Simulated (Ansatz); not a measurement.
The system is Ti.

```xyz
1
Lattice="-1.6410 1.6410 1.6410 1.6410 -1.6410 1.6410 1.6410 1.6410 -1.6410" Properties=species:S:1:pos:R:3 pbc="T T T"
Ti    0.0000    0.0000    0.0000
```

This isn't the form of Ti at room conditions, which is hcp.

Program: Ansatz 0.2.0. Alike in all runs: potentials or basis Ansatz PAW; cell as given; cutoff (eV) 420. Hardware: 2 threads of Arm Neoverse V2, with other jobs on the host.

**Question.** Order these runs on this cell by their wall time, lowest first.
A. task Wannier functions; level PBEsol; spin collinear, ferromagnetic start; k mesh 11 × 11 × 11; smearing tetrahedron
B. task density of states; level HF+D3(BJ); spin off; k mesh 8 × 8 × 8; smearing fermi-dirac 0.05 eV; other keys scf.lower_state_search = light
C. task band structure; level HSE06+D3(BJ); spin off; k mesh 8 × 8 × 8; smearing fermi-dirac 0.05 eV; points for each segment of the path 4

**Answer.** A (4.9 s), B (26 s), C (63 s).

Caveats: the starting moments weren't kept (some runs).
